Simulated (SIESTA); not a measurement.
The system is Se.

```xyz
3
Lattice="4.3662 0.0000 0.0000 -2.1831 3.7812 0.0000 0.0000 0.0000 4.9536" Properties=species:S:1:pos:R:3 pbc="T T T"
Se    1.6910    2.9289    0.0000
Se   -0.4921    0.8523    3.3024
Se    0.9841    0.0000    1.6512
```

Base run:

* Program: SIESTA 5.4.2
* Functional: PBEsol
* Potentials or basis: PseudoDojo 0.4 standard (PBEsol files)
* Basis: SZ (energy shift 0.003 Ry)
* Grid cutoff: 500 Ry
* Energy shift: 0.003 Ry
* k mesh: 7 × 7 × 6
* Occupations: fermi-dirac, width 0.05 eV
* Spin: no spin polarisation

Its results: band gap on the k mesh 0.98 eV, indirect (least direct gap 1.25 eV); pressure 12.7 GPa; largest force 3.776 eV/Å.

The run is repeated on the same cell with these changes: basis from SZ (energy shift 0.003 Ry) to TZP (energy shift 0.003 Ry; two zetas on semicore shells). What comes out?

Band gap on the k mesh 1.03 eV, indirect (least direct gap 1.30 eV); pressure 4.1 GPa; largest force 1.400 eV/Å.

Caveats: the mesh misses the band edges, which the band path finds closer together; the basis of atomic orbitals isn't converged, which shifts pressures, moduli and gaps; forces of over 1 eV/Å show positions far from the minimum, so gaps and moduli don't describe the material at rest; the basis has no polarisation orbitals (some runs).
